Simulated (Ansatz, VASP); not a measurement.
## Te2Mo: VASP beside Ansatz

Contents of INCAR:

```
SYSTEM = Te2Mo
PREC = Accurate ; ENCUT = 520
EDIFF = 1E-7 ; ISMEAR = 0
SIGMA = 0.1 ; LREAL = .FALSE.
LASPH = .TRUE. ; NELM = 80
ALGO = Normal ; ISIF = 2
LWAVE = .FALSE. ; LCHARG = .FALSE.
LDIPOL = .TRUE. ; IDIPOL = 3
DIPOL = 0.5 0.5 0.500 ; GGA = PE
IVDW = 12 ; NBANDS = 35
```

File KPOINTS:

```
regular mesh
0
G
  6 6 1
  0 0 0
```

Contents of POSCAR:

```
Te2Mo
1.0
    3.4963748211      0.0000000000      0.0000000000
   -1.7481874106      3.0279494163      0.0000000000
    0.0000000000      0.0000000000     46.9720266495
Te Mo
4 2
Direct
    0.3333333333      0.6666666667      0.3883802332
    0.3333333333      0.6666666667      0.4657697467
    0.6666666667      0.3333333333      0.5342302533
    0.6666666667      0.3333333333      0.6116197668
    0.6666666667      0.3333333333      0.4270749899
    0.3333333333      0.6666666667      0.5729250101
```

Input for Ansatz:

```yaml
crystal:
  lattice:
    - [3.4963746849, 0.0, 0.0]
    - [-1.7481873424, 3.0279492982, 0.0]
    - [0.0, 0.0, 46.9720231642]
  atoms:
    - { symbol: Te, position: [0.3333333333, 0.6666666667, 0.3883802434] }
    - { symbol: Mo, position: [0.6666666667, 0.3333333333, 0.4270750055] }
    - { symbol: Te, position: [0.3333333333, 0.6666666667, 0.4657697676] }
    - { symbol: Te, position: [0.6666666667, 0.3333333333, 0.5342302324] }
    - { symbol: Mo, position: [0.3333333333, 0.6666666667, 0.5729249945] }
    - { symbol: Te, position: [0.6666666667, 0.3333333333, 0.6116197566] }
  periodic: [true, true, false]
basis:
  ecutwfc: 420
kpoints:
  mp_grid: { grid: [6, 6, 1] }
hamiltonian:
  xc: pbe
  dispersion: d3bj
scf:
  occupations: { method: gaussian, width: 0.1 }
output:
  forces: true
  stress: true
  eigenvalues: true
```

Alike in both runs: task single point; functional PBE; dispersion D3(BJ); k mesh 6 × 6 × 1; occupations gaussian, width 0.1 eV; no spin polarisation.

|  | VASP | Ansatz |
| --- | --- | --- |
| version | VASP 6.6.1 | Ansatz 0.2.0 |
| potentials or method | VASP PAW PBE potentials, release 64 (Te, Mo_sv) | scalar-relativistic, plane waves, PAW |
| plane-wave cutoff (eV) | 520 | 420 |
| valence electrons in the cell | 52 | 92 |

|  | VASP | Ansatz | Ansatz less VASP |
| --- | --- | --- | --- |
| gap on the k mesh at the Fermi level (eV) | 0.92 | 0.93 | +0.005 |
| least direct gap on the mesh (eV) | 1.15 | 1.15 | +0.001 |
| rms of the force components (eV/Å) | 0.018 | 0.013 | -0.0051 |

The two sets of potentials don't hold the same shells in valence.

Caveats: spin-orbit coupling is left out, which moves the levels of the heavy elements. A hybrid or GW would open this gap; PBE tends to underestimate it.
